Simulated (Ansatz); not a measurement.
## Structure types of Eu compared at 2.2 GPa

Structure types of Eu are relaxed in primitive cells with their symmetry kept at 2.2 GPa, on PAW files; LAPW relaxes the small cells further and takes the PAW cell for the others (marked *). The enthalpy is E + pV at zero temperature, without zero-point motion. Only the types listed were tried, and differences under about 5 meV/atom are mesh noise. The real phase may be another.

Level of theory: DFT with PBE, scalar-relativistic, in Ansatz 0.2.0; Fermi–Dirac smearing of 0.1 eV, spin-polarised from start moments Eu 7 μB. LAPW: all electrons, basis error target 0.5 meV/atom; PAW: frozen-core files, cutoff 420 eV.

k meshes: fcc 13×13×13, bcc 13×13×13, hcp 12×12×7, dhcp 10×10×3.

The open f shell is treated without a Hubbard term, so these are results of the method, and the state needn't be the lowest. Spin–orbit coupling is left out, which matters for the heavy atoms.

Task: Which type is lowest in enthalpy, and by how much?

Result: dhcp, 2 meV/atom below fcc, which is within the noise of the k meshes. The whole table:

| start type | ends as | a, b, c (Å) | V (Å³/atom) | H − H(lowest), LAPW (meV/atom) | same, PAW | moment (μB/atom) |
| --- | --- | --- | --- | --- | --- | --- |
| fcc | fcc, Fm-3m | 5.288, 5.288, 5.288 | 36.97 | 1.6 | 1.6 | 7.46 |
| bcc | bcc, Im-3m | 4.211, 4.211, 4.211 | 37.32 | 28.8 | 29.6 | 7.23 |
| hcp | hcp, P6_3/mmc | 3.771, 3.771, 6.063 | 37.33 | 6.8 | 6.9 | 7.49 |
| dhcp* | dhcp, P6_3/mmc | 3.745, 3.745, 12.166 | 36.94 | 0.0 | 0.0 | 7.47 |
